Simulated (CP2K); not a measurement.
# Te2Mo in CP2K: the effect of functional

The system is Te2Mo, a slab with vacuum.

```
CELL_PARAMETERS angstrom
6.36161 0.00000 0.00000
0.00000 3.48040 0.00000
-0.08574 0.00000 36.17589
ATOMIC_POSITIONS crystal
Te 0.42925 0.75000 0.54070
Te 0.57075 0.25000 0.45930
Te 0.92085 0.25000 0.55653
Te 0.07915 0.75000 0.44347
Mo 0.18135 0.25000 0.49747
Mo 0.81865 0.75000 0.50253
```

Alike in all runs:

- Program: CP2K 2026.2
- Potentials or basis: POTENTIAL_UZH Te GTH-PBE-q6, Mo GTH-PBE-q14; DZVP-MOLOPT-PBE-GTH basis
- Density cutoff: 9184 eV
- k mesh: 4 × 8 × 1
- Occupations: fermi-dirac, width 0.05 eV
- Spin: no spin polarisation

```tsv
functional	largest force (eV/Å)
PBE	0.71
LDA	0.32
PBEsol	0.43
BLYP	1.20
PW91	?
WC	0.48
r2SCAN	0.47
```

Task: What does the run with functional PW91 give?

Result: Largest force 0.73 eV/Å.

Caveats: the potentials were made for another functional, which shifts forces and pressure (some runs).
